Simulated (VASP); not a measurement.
Input of a VASP 6.6.1 run:

The input INCAR:

```
ALGO = Fast ; EDIFF = 1E-6
ENCUT = 900 ; GGA = PS
ISIF = 2 ; ISMEAR = 0
LASPH = T ; LCHARG = T
LELF = T ; LREAL = F
LVHAR = T ; LWAVE = F
NBANDS = 12 ; NELM = 60
PREC = Accurate ; SIGMA = 0.1
```

Contents of KPOINTS:

```
k-points
0
Gamma
  20 20 20
```

File POSCAR:

```
Cu
1.0
   -1.4180800000      1.4180800000      1.4180800000
    1.4180800000     -1.4180800000      1.4180800000
    1.4180800000      1.4180800000     -1.4180800000
Cu
1
Direct
    0.0000000000      0.0000000000      0.0000000000
```

Potentials or basis: VASP PAW PBE potentials, release 64 (Cu).

Command:

```sh
$ cat potpaw_PBE.64/Cu/POTCAR > POTCAR
$ mpirun -np 1 vasp_std > vasp.out
```

Question: What does it give for the band gap on the k mesh?

Answer: None (metal or under the smearing width).

Question: What does it give for the pressure?

Answer: 0.3 GPa.

Caveat: the PAW data sets were made with another functional, which shifts forces and pressure a little.
